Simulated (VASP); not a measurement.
Wanted: the native input for a VASP 6.6.1 run.

```yaml
Task: single point
Functional: BLYP
Potentials_or_basis: VASP PAW PBE potentials, release 64 (Li_sv)
Cutoff: 520 eV
k_mesh: 10 × 10 × 10
Occupations: fermi-dirac, width 0.1 eV
Spin: no spin polarisation
Dipole_correction: no
Further_INCAR_settings: ALGO = Fast; EDIFF = 1e-06; NBANDS = 8
```

The structure of Li lies in POSCAR:

```
Li
1.0
    0.0000000000      2.2020000000      2.2020000000
    2.2020000000      0.0000000000      2.2020000000
    2.2020000000      2.2020000000      0.0000000000
Li
1
Direct
    0.0000000000      0.0000000000      0.0000000000
```

This isn't the form of Li at room conditions, which is bcc.

One way to write it, as run:

INCAR

```
AGGAC    = 1.0          
AGGAX    = 1.0          
ALDAC    = 0.0          
ALDAX    = 1.0          
ALGO     = Fast           # electronic algorithm
EDIFF    = 1E-6           # SCF threshold, eV
ENCUT    = 520            # plane-wave cutoff, eV
GGA      = B5             # functional
ISIF     = 2              # what is computed and relaxed
ISMEAR   = -1             # smearing method
LASPH    = True           # aspherical terms in the spheres
LCHARG   = True           # write CHGCAR
LELF     = True           # ELF
LREAL    = False          # projectors in reciprocal space
LVHAR    = True         
LWAVE    = False          # write WAVECAR
NBANDS   = 8              # bands
NELM     = 60             # most SCF steps
PREC     = Accurate       # precision mode
SIGMA    = 0.1            # smearing width, eV
```

KPOINTS

```
k-points
0
Gamma
  10 10 10
```

Potentials or basis: VASP PAW PBE potentials, release 64 (Li_sv).

Launch:

```sh
$ cat potpaw_PBE.64/Li_sv/POTCAR > POTCAR
$ mpirun -np 1 vasp_std > vasp.out
```

Results of the run:

```json
{
  "Band gap on the k mesh": "none (metal or under the smearing width)"
}
```

Run time: 20 s on 1 thread of AMD EPYC 7R43 64-Core Processor (Zen 3) (shared host), peak memory 0.08 GiB.
